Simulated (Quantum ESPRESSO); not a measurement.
Crystal: WC (Qusongite).

```xyz
2
Lattice="2.9065 0.0000 0.0000 -1.4532 2.5171 0.0000 0.0000 0.0000 2.8366" Properties=species:S:1:pos:R:3 pbc="T T T"
W     0.0000    0.0000    0.0000
C     1.4533    0.8390    1.4183
```

Base run:

```yaml
Program: Quantum ESPRESSO 7.5
Functional: PBEsol
Potentials_or_basis: SSSP 1.3 efficiency PBE
Cutoff: 748 eV
Density_cutoff: 5987 eV
k_mesh: 10 × 10 × 9
Occupations: fermi-dirac, width 0.05 eV
Spin: no spin polarisation
Hubbard_terms: W d U = 5 eV
```

Its results: band gap on the k mesh none (metal or under the smearing width); pressure -1.1 GPa.

The run is repeated on the same cell with these changes: hubbard terms from W d U = 5 eV to W d U = 3 eV. What comes out?

Band gap on the k mesh none (metal or under the smearing width); pressure -1.5 GPa.

Caveats: the potentials were made for another functional, which shifts forces and pressure; U without spin polarisation on a metal has little footing; the U is typed as a test and isn't derived for this compound.
